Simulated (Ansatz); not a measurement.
Crystal: Mg.

```xyz
4
Lattice="3.1768 0.0000 0.0000 -1.5884 2.7512 0.0000 0.0000 0.0000 10.3189" Properties=species:S:1:pos:R:3 pbc="T T T"
Mg    1.5884    0.9171    7.7391
Mg    0.0000    0.0000    5.1594
Mg    0.0000    1.8341    2.5797
Mg    0.0000    0.0000    0.0000
```

- Program: Ansatz 0.2.0
- Task: relaxation of cell and atoms
- Functional: LDA
- Potentials or basis: Ansatz PAW
- Cutoff: 420 eV (not typed: the program's choice for these potentials)
- k mesh: 10 × 10 × 3
- Occupations: fermi-dirac, width 0.05 eV
- Spin: no spin polarisation

At the start: volume 22.55 Å³/atom.

Question: How do energy, volume and symmetry change on relaxing?

Answer: It ends after 4 steps and the volume is 21.75 Å³/atom (-3.5 %); space group P6_3/mmc (No. 194, to 0.05 Å).

The path:
```
step  energy change (eV)  largest force (eV/Å)  volume (Å³)
   1              0.0000                0.0000        90.19
   2             -0.0163                0.0000        87.38
   3             -0.0166                0.0000        87.02
   4             -0.0166                0.0000        87.02
```

Final structure:
```
Mg
1.0
     3.12198    0.00000    0.00000
    -1.56099    2.70371    0.00000
     0.00000    0.00000   10.30892
Mg
4
Direct
  0.66667 0.33333 0.75000
  0.00000 0.00000 0.50000
  0.33333 0.66667 0.25000
  0.00000 0.00000 0.00000
```

Caveat: the plane-wave basis is chosen anew once the cell has moved, so the energies of steps on either side of that aren't comparable; the PAW data sets come from PBE, with cores solved anew for the run's functional, which leaves a small shift of forces and pressure.
